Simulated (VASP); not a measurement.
Crystal: PbS (Galena).

```xyz
2
Lattice="0.0000 2.9657 2.9657 2.9657 0.0000 2.9657 2.9657 2.9657 0.0000" Properties=species:S:1:pos:R:3 pbc="T T T"
Pb    0.0000    0.0000    0.0000
S     2.9657    2.9657    2.9657
```

| Quantity | Value |
| --- | --- |
| Program | VASP 6.6.1 |
| Task | relaxation of cell and atoms |
| Functional | B3LYP |
| Potentials or basis | VASP PAW PBE potentials, release 64 (Pb_d, S) |
| Cutoff | 600 eV |
| k mesh | 4 × 4 × 4 |
| Occupations | fermi-dirac, width 0.05 eV |
| Spin | no spin polarisation |

At the start: pressure 4.5 GPa; volume 26.09 Å³/atom.

Task: How do energy, volume and symmetry change on relaxing?

Result: Over 3 steps the energy falls by 26.7 meV/atom and the volume is 28.10 Å³/atom (+7.7 %); space group Fm-3m (No. 225, to 0.05 Å).

The path:
| step | energy change (eV) | largest force (eV/Å) | pressure (GPa) | volume (Å³) |
| --- | --- | --- | --- | --- |
| 1 | 0.0000 | 0.0000 | 4.53 | 52.17 |
| 2 | -0.0451 | 0.0000 | -1.49 | 57.95 |
| 3 | -0.0534 | 0.0000 | -0.01 | 56.19 |

Final structure:
```
Pb S
1.0
     0.00000    3.04008    3.04008
     3.04008    0.00000    3.04008
     3.04008    3.04008    0.00000
Pb S
1 1
Direct
  0.00000 0.00000 0.00000
  0.50000 0.50000 0.50000
```

Caveat: the k mesh is coarse (spacing up to 0.46 Å⁻¹), so the values aren't converged, least of all with exact exchange; the PAW data sets were made with another functional, which shifts forces and pressure a little.
